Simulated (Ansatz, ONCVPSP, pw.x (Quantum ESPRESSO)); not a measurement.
## Zr: does the ONCV potential hold in the solid?

- Element: Zr (Z = 40)
- Generator: ONCVPSP 4.0.1
- Type: optimised norm-conserving Vanderbilt (ONCV)
- Functional: PBE
- Relativity: scalar-relativistic
- Frozen core: [Ar] 3d10
- Valence charge: 12
- Reference configuration: 4s2 4p6 4d2 5s2
- Partial waves: 4s+5s: rc 1.95 bohr, ncon 3, nbas 6, qcut 7.9 1/bohr, 2 projectors; 4p: rc 2.15 bohr, ncon 5, nbas 8, qcut 5.8 1/bohr, 2 projectors, debl 0.5 Ha; 4d: rc 1.80 bohr, ncon 4, nbas 7, qcut 6.1 1/bohr, 2 projectors, debl 1.8 Ha
- Local potential: polynomial inside 1.70 bohr (lpopt 3, dvloc0 0 Ha)
- Core correction: none

In the p channel the program set the typed energies aside and used -1.193, 0.250 Ha.

Atomic tests: cutoffs needed: 16 Ha and 20 Ha (the cutoffs (Ha) at which the residual kinetic energy of the hardest occupied pseudo-wave falls to 1 and 0.1 mHa per electron); ghost test: no bound ghost flagged; GHOST(+) flagged for s at 53.0 eV; configuration tests: 1 of 4 tests not solved or not reliable.

Crystal test: bcc Zr in pw.x 7.5, no spin, 13³ k-points, Fermi–Dirac smearing 0.01 Ry, cutoffs 50/200 Ry. The reference is all-electron LAPW (Ansatz 0.2.0) with the same functional, mesh and smearing; V0 and B0 come from Birch–Murnaghan fits to the pressures at five volumes. Errors are pseudo minus all-electron; Δ is the rms difference of the E(V) curves that follow from these fits, minima aligned, over ±6 % about the mean V0. Mesh and smearing are coarse, so the numbers serve the comparison and aren't converged zero-temperature values; the lattice is a test structure that the element need not adopt.

All-electron: a0 = 3.582 Å (V0 = 22.98 Å³/atom), B0 = 86.4 GPa.

Q: How far does the potential miss the all-electron equation of state?

A: mean pressure error (GPa): +0.19; a0 (Å): 3.585; a0 error (%): +0.07; B0 error (%): +0.3; Δ (meV/atom): 1.0. Atomic configuration tests: 1 of 4 tests not solved or not reliable.

| V (Å³/atom) | P all-electron (GPa) | P pseudo (GPa) |
| --- | --- | --- |
| 21.920 | 4.41 | 4.65 |
| 22.497 | 1.91 | 2.12 |
| 23.074 | -0.34 | -0.15 |
| 23.651 | -2.37 | -2.20 |
| 24.228 | -4.19 | -4.03 |

Q: At the middle volume, how do free energy and pressure move when the wave cutoff is lowered (ecutrho kept at four times it)?

A:

```
cutoff (Ry)  shift of F (meV/atom)  shift of P (GPa)
         22                +1106.6            -22.92
         30                 +177.2             -6.29
         40                   +8.2             -0.45
```

The run at the middle volume (84 k-points, 9 iterations) took about 22 s on one core of a shared host (Intel(R) Xeon(R) Processor @ 2.60GHz, 24 threads, 32 GiB, load 15).
